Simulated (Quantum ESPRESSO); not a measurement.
Runs of Quantum ESPRESSO 7.5 on SiC (Moissanite 3C). The structure is cubic, space group F-43m (No. 216). The conventional cell has a = 4.358 Å, b = 4.358 Å, c = 4.358 Å, α = 90.00°, β = 90.00°, γ = 90.00°. Around Si (site symmetry -43m) lie 4 C at 1.89 Å. C (site symmetry -43m) is surrounded by 4 Si at 1.89 Å. 

```tsv
level	potentials or basis	cell	k mesh	k mesh of the self-consistent run	form of the LDA	mesh quality	gap on the mesh (eV)
LDA	PseudoDojo 0.4.1 SR LDA stringent	volume scaled by 1.04	4 × 4 × 4	10 × 10 × 10	PW92	coarse	1.36
LDA	PseudoDojo 0.4.1 SR LDA standard	volume scaled by 1.08	6 × 6 × 6	10 × 10 × 10	PW92	not flagged	(a)
PBEsol	PseudoDojo 0.4.1 SR PBEsol standard	volume scaled by 1.04	6 × 6 × 6	10 × 10 × 10	-	not flagged	1.27
PBEsol	PseudoDojo 0.4.1 SR PBEsol standard	as given	12 × 12 × 12	12 × 12 × 12	-	not flagged	1.24
```

Alike in all rows: task single point; no spin polarisation; cutoff (eV) 1116; smearing fixed.

Q: Estimate the missing entries.

A: (a) 1.39.

Caveats: some runs use coarse meshes.

A k mesh can miss the band edges.

Runs at the PBE level aren't shown here.
